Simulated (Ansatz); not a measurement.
Geometry optimisation in Ansatz: input, command and trajectory.

```yaml
crystal:
  lattice:
    - [7.2239892146, 0.0, 0.0]
    - [-3.6119946073, 6.2561581765, 0.0]
    - [0.0, 0.0, 5.4405683954]
  atoms:
    - { symbol: S, position: [0.0959114689, 0.0959114689, 0.5] }
    - { symbol: S, position: [0.4185898797, 0.6476821826, 0.6955153986] }
    - { symbol: S, position: [0.6476821826, 0.4185898797, 0.3044846014] }
    - { symbol: S, position: [0.9040885311, 0.0, 0.1666666667] }
    - { symbol: S, position: [0.2290923029, 0.5814101203, 0.028848732] }
    - { symbol: S, position: [0.3523178174, 0.7709076971, 0.3621820653] }
    - { symbol: S, position: [0.5814101203, 0.2290923029, 0.971151268] }
    - { symbol: S, position: [0.7709076971, 0.3523178174, 0.6378179347] }
    - { symbol: S, position: [0.0, 0.9040885311, 0.8333333333] }
    - { symbol: Li, position: [0.737823009, 0.0, 0.6666666667] }
    - { symbol: Li, position: [1.0, 0.737823009, 0.3333333333] }
    - { symbol: Li, position: [0.262176991, 0.262176991, 0.0] }
basis:
  ecutwfc: 420
kpoints:
  mp_grid: { grid: [6, 6, 6] }
hamiltonian:
  xc: pbe
  dispersion: d3bj
scf:
  occupations: { method: gaussian, width: 0.1 }
output:
  forces: true
  stress: true
  eigenvalues: true
relax:
  adjacent_minimum: "off"
  f_tol: 0.025
  max_steps: 70
  cell: { stress_tol: 0.12 }
```

```bash
ansatz run input.yaml --threads 2 --pin off --max-ram 5120MiB --backend cpu --events-out ev --progress --plain --runs-dir out
```

Level of theory: DFT PBE+D3(BJ), scalar-relativistic, plane waves, PAW (Ansatz).

Of 6 frames 6 are shown, positions in Å and forces in eV/Å; the SCF threshold varies from step to step. Steps run on the plane waves of an earlier cell, with a Pulay correction in the pressure. The basis is chosen afresh for the last frame, the zero of the energies, and can be on the way; energy and pressure step there, also at an unchanged geometry.

```xyz
12
Lattice="7.2240 0.0000 0.0000 -3.6120 6.2562 0.0000 0.0000 0.0000 5.4406" Properties=species:S:1:pos:R:3:forces:R:3 pbc="T T T" step=1 free_energy_over_end_meV_per_atom=9.01 pressure_GPa=-0.22
S     0.3464    0.6000    2.7203    0.1420    0.2460    0.0000
S     0.6845    4.0520    3.7840   -0.2950    0.0360    0.0340
S     3.1669    2.6188    1.6566    0.1780   -0.2380   -0.0340
S     6.5311    0.0000    0.9068   -0.2840    0.0000    0.0000
S    -0.4451    3.6374    0.1570    0.1780    0.2380    0.0340
S    -0.2394    4.8229    1.9705    0.1170   -0.2730    0.0340
S     3.3726    1.4332    5.2836    0.1170    0.2730   -0.0340
S     4.2965    2.2042    3.4701   -0.2950   -0.0360   -0.0340
S    -3.2656    5.6561    4.5338    0.1420   -0.2460    0.0000
Li    5.3300    0.0000    3.6270   -0.2860    0.0000    0.0000
Li    4.5590    4.6159    1.8135    0.1430   -0.2470    0.0000
Li    0.9470    1.6402    0.0000    0.1430    0.2470    0.0000
12
Lattice="7.2146 0.0000 0.0000 -3.6073 6.2480 0.0000 0.0000 0.0000 5.4660" Properties=species:S:1:pos:R:3:forces:R:3 pbc="T T T" step=2 free_energy_over_end_meV_per_atom=3.19 pressure_GPa=-0.21
S     0.3471    0.6012    2.7330    0.0720    0.1240    0.0000
S     0.6623    4.0435    3.8732   -0.0510   -0.0240    0.0240
S     3.1706    2.5953    1.5927    0.0050   -0.0570   -0.0240
S     6.5204    0.0000    0.9110   -0.1440    0.0000    0.0000
S    -0.4367    3.6527    0.2292    0.0050    0.0570    0.0240
S    -0.2256    4.7998    2.0512    0.0470   -0.0320    0.0240
S     3.3817    1.4482    5.2367    0.0470    0.0320   -0.0240
S     4.2696    2.2046    3.4147   -0.0510    0.0240   -0.0240
S    -3.2602    5.6469    4.5550    0.0720   -0.1240    0.0000
Li    5.2667    0.0000    3.6440   -0.1580    0.0000    0.0000
Li    4.5813    4.5611    1.8220    0.0790   -0.1370    0.0000
Li    0.9740    1.6869    0.0000    0.0790    0.1370    0.0000
12
Lattice="7.1998 0.0000 0.0000 -3.5999 6.2352 0.0000 0.0000 0.0000 5.4330" Properties=species:S:1:pos:R:3:forces:R:3 pbc="T T T" step=3 free_energy_over_end_meV_per_atom=0.59 pressure_GPa=0.12
S     0.3531    0.6116    2.7165   -0.0590   -0.1030    0.0000
S     0.6575    4.0226    3.9628    0.0180   -0.0570    0.0110
S     3.1549    2.5807    1.4702   -0.0590   -0.0130   -0.0110
S     6.4936    0.0000    0.9055    0.1190    0.0000    0.0000
S    -0.4450    3.6545    0.3408   -0.0590    0.0130    0.0110
S    -0.2126    4.7933    2.1518    0.0400    0.0450    0.0110
S     3.3873    1.4419    5.0922    0.0400   -0.0450   -0.0110
S     4.2574    2.2126    3.2812    0.0180    0.0570   -0.0110
S    -3.2468    5.6236    4.5275   -0.0590    0.1030    0.0000
Li    5.1826    0.0000    3.6220    0.0430    0.0000    0.0000
Li    4.6085    4.4882    1.8110   -0.0220    0.0370    0.0000
Li    1.0086    1.7470    0.0000   -0.0220   -0.0370    0.0000
12
Lattice="7.2135 0.0000 0.0000 -3.6068 6.2471 0.0000 0.0000 0.0000 5.4369" Properties=species:S:1:pos:R:3:forces:R:3 pbc="T T T" step=4 free_energy_over_end_meV_per_atom=0.19 pressure_GPa=0.04
S     0.3504    0.6070    2.7185   -0.0150   -0.0260    0.0000
S     0.6564    4.0265    4.0046    0.0210   -0.0470    0.0040
S     3.1589    2.5817    1.4324   -0.0510   -0.0050   -0.0040
S     6.5126    0.0000    0.9062    0.0310    0.0000    0.0000
S    -0.4479    3.6654    0.3799   -0.0510    0.0050    0.0040
S    -0.2085    4.8023    2.1923    0.0300    0.0410    0.0040
S     3.3983    1.4448    5.0570    0.0300   -0.0410   -0.0040
S     4.2631    2.2206    3.2447    0.0210    0.0470   -0.0040
S    -3.2563    5.6401    4.5308   -0.0150    0.0260    0.0000
Li    5.1941    0.0000    3.6246    0.0190    0.0000    0.0000
Li    4.6165    4.4982    1.8123   -0.0090    0.0160    0.0000
Li    1.0097    1.7489    0.0000   -0.0090   -0.0160    0.0000
12
Lattice="7.2149 0.0000 0.0000 -3.6075 6.2483 0.0000 0.0000 0.0000 5.4354" Properties=species:S:1:pos:R:3:forces:R:3 pbc="T T T" step=5 free_energy_over_end_meV_per_atom=0.00 pressure_GPa=0.01
S     0.3493    0.6051    2.7177    0.0060    0.0100    0.0000
S     0.6559    4.0182    4.0348    0.0030   -0.0240   -0.0010
S     3.1519    2.5771    1.4006   -0.0230   -0.0090    0.0010
S     6.5162    0.0000    0.9059   -0.0110    0.0000    0.0000
S    -0.4556    3.6712    0.4112   -0.0230    0.0090   -0.0010
S    -0.2003    4.8072    2.2230    0.0190    0.0150   -0.0010
S     3.4071    1.4411    5.0243    0.0190   -0.0150    0.0010
S     4.2634    2.2301    3.2124    0.0030    0.0240    0.0010
S    -3.2581    5.6432    4.5295    0.0060   -0.0100    0.0000
Li    5.1961    0.0000    3.6236    0.0070    0.0000    0.0000
Li    4.6169    4.4999    1.8118   -0.0030    0.0060    0.0000
Li    1.0094    1.7484    0.0000   -0.0030   -0.0060    0.0000
12
Lattice="7.2149 0.0000 0.0000 -3.6075 6.2483 0.0000 0.0000 0.0000 5.4354" Properties=species:S:1:pos:R:3:forces:R:3 pbc="T T T" step=6 free_energy_over_end_meV_per_atom=0.00 pressure_GPa=0.01
S     0.3493    0.6051    2.7177    0.0060    0.0100    0.0000
S     0.6559    4.0182    4.0348    0.0030   -0.0240   -0.0010
S     3.1519    2.5771    1.4006   -0.0230   -0.0090    0.0010
S     6.5162    0.0000    0.9059   -0.0110    0.0000    0.0000
S    -0.4556    3.6712    0.4112   -0.0230    0.0090   -0.0010
S    -0.2003    4.8072    2.2230    0.0190    0.0150   -0.0010
S     3.4071    1.4411    5.0243    0.0190   -0.0150    0.0010
S     4.2634    2.2301    3.2124    0.0030    0.0240    0.0010
S    -3.2581    5.6432    4.5295    0.0060   -0.0100    0.0000
Li    5.1961    0.0000    3.6236    0.0070    0.0000    0.0000
Li    4.6169    4.4999    1.8118   -0.0030    0.0060    0.0000
Li    1.0094    1.7484    0.0000   -0.0030   -0.0060    0.0000
```

It took 120 s on 2 threads of Arm Neoverse V1, with other jobs on the host, peak memory 0.63 GiB.